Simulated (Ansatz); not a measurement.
# CuO (Cccm) in Ansatz: equation of state

Aim: energy against volume of CuO in PBEsol, for its equilibrium volume and stiffness.

Everything below comes from runs of Ansatz 0.2.0. Logs are shortened: lines on timing, memory, paths and dates and some standing lists are left out, and cuts for length are marked.

## 1. Starting point

Symmetry: Cccm, No. 66, orthorhombic system. The conventional cell has a = 3.982 Å, b = 4.307 Å, c = 5.156 Å, α = 90.00°, β = 90.00°, γ = 90.00°. Cu (site symmetry 2/m) is surrounded by 4 O at 1.95 Å. O (site symmetry 222) has 4 Cu at 1.95 Å as nearest neighbours.

Measurements of this composition are mostly on another form, of space group No. 15.

## 2. Equation of state, PBEsol

Potentials or basis: all-electron LAPW, scalar-relativistic.

No new run: the results of the series are fitted here.

Results:

| Item | Value |
| --- | --- |
| Equilibrium volume | 10.64 Å³/atom |
| Bulk modulus at fixed shape and positions | 174 GPa |
| Pressure derivative of the bulk modulus | 4.7 |

Energy against volume, from the lowest point:
```csv
volume (Å³/atom),energy (meV/atom)
10.390,3.37
10.611,0.00
10.832,1.71
11.053,7.96
11.274,18.23
11.496,32.06
11.717,49.06
```

Caveat: the cell was scaled at fixed shape and fractional positions, which overstates the stiffness of a crystal with free parameters, most of all of layers and chains; the run has no spin polarisation, though such a crystal can be magnetic.
